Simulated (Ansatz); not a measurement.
VO₂: the gap under pressure

VO₂, P4_2/mnm, a = 4.482 Å, c = 3.026 Å. The compound has several low-lying forms, and this is one of them. Ansatz: PBE+U, PAW, 420 eV, Γ-centred 6×6×10 mesh on 6 atoms, Gaussian smearing 0.02 eV; U_eff V 3.25 eV; collinear spin, largest moment 0.9 μB. Cell and atoms are relaxed at each pressure, and no other structure is tried, so the rows at high pressure may lie past a change of phase. The gap is sought over the whole zone. The pressures are the targets, met within 0.05 GPa.

| P (GPa) | gap y (eV) |
| --- | --- |
| -1.0 | ? |
| 0.0 | 0.877 |
| 1.0 | 0.890 |
| 4.0 | 0.923 |
| 12.0 | 1.005 |
| 25.0 | 0.977 |
| 50.0 | 0.891 |
| 90.0 | 0.741 |

**Question.** Fit y = E0 + αP + βP² to the other rows and predict the missing gap.

**Answer.** Least squares on the rows shown. y = 0.9069 + 0.003676 P − 6.267×10⁻⁵ P². So α = 3.7 meV/GPa, but the rows at 0 and 1 GPa alone give 12 meV/GPa, so the parabola doesn't give the slope at zero pressure. With a term in P³ added, the coefficient of P becomes 0.01203, 227 % more, which shows how far this figure hangs on the form. At P = -1.0 the fit asked for gives 0.903 eV. The run gave 0.865 eV, so the fit is 0.038 eV too high, within twice the rms miss on the fitted rows (0.033 eV): the form describes this series only roughly. Note that among the fitted rows a band edge sits at another point of the zone at 25, 50, 90 GPa than at zero pressure, so one curve spans more than one gap.

The state reached may not be the lowest one. Moments started parallel, and an antiferromagnetic order may lie lower. The mesh isn't the same in all rows (6×6×10, 8×8×10). The gap lies between magnetic d or f levels as this functional and this order place them; the measured one can be wider, narrower or absent.

Cost: 8 runs of about 7.6 core-minutes in all, on Intel Xeon 6975P-C (Granite Rapids) (shared hosts).